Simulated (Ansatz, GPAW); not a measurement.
# From spin parameters to the magnetic ion

A crystal has the composition Rb2MBr2Cl2, where M is a 3d element. A calculation (PBE+U, spin-orbit coupling in second variation, Ansatz) gives:

| Quantity | Value |
| --- | --- |
| S | 1/2 |
| g, averaged over the cell's ions | 2.0607, 2.1219, 2.1224 |
| moment in its sphere | 0.43 μB |

**Question.** Which ion is it, and why?

The crystal is Rb2CuBr2Cl2, space group Cmce. The spin sits on Cu, with 4 Cl + 2 Br at 2.27 to 2.86 Å round it. With the usual charges of the other elements M must be +2. High-spin ions of that charge with S = 1/2 are d9 and d1, Cu and Sc; the sign of the g shift picks Cu²⁺ d⁹. Low-spin ions are left aside. The shift is positive: in a shell more than half full the orbital moment adds to the spin.

[Hosts, paths, dates, database ids (printed as entryN), source tags and the programs' standing remarks are cut or masked in the printed files.]
